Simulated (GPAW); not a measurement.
Crystal: BN.

```xyz
2
Lattice="0.0000 1.8130 1.8130 1.8130 0.0000 1.8130 1.8130 1.8130 0.0000" Properties=species:S:1:pos:R:3 pbc="T T T"
N     0.9065    0.9065    0.9065
B     0.0000    0.0000    0.0000
```

The cell is a database's computed one.

Program: GPAW 26.7.0. Alike in all runs: task band structure; no spin polarisation; cell as given; cutoff (eV) 800; smearing fermi-dirac 0.05 eV.

Question: Order these runs on this cell by their pressure, lowest first.
A. level LDA; potentials or basis the program's PAW data sets (release 1.2.1) made for this functional, pw; k mesh 13 × 13 × 13; band points 100
B. level revTPSS; potentials or basis GPAW PAW data sets (gpaw-data 1.2.1), pw; k mesh 10 × 10 × 10; band points 80; eigensolver davidson
C. level PBE; potentials or basis GPAW PAW data sets (gpaw-data 1.2.1), pw; k mesh 10 × 10 × 10; band points 100
D. level RPBE; potentials or basis the program's PAW data sets (release 1.2.1) made for this functional, pw; k mesh 13 × 13 × 13; band points 60
E. level PBEsol; potentials or basis PAW data sets generated in the run's folder for this functional, pw; k mesh 10 × 10 × 10; band points 60

Answer: A (-15.5 GPa), E (-7.5 GPa), B (-4.1 GPa), C (-1.6 GPa), D (4.3 GPa).

Caveats: the PAW data sets were made with another functional, which shifts forces and pressure a little (some runs); so large a pressure means that the cell lies far from this level's equilibrium, or that cutoff or potentials fall short (some runs).

Not every run made on this cell is shown here.
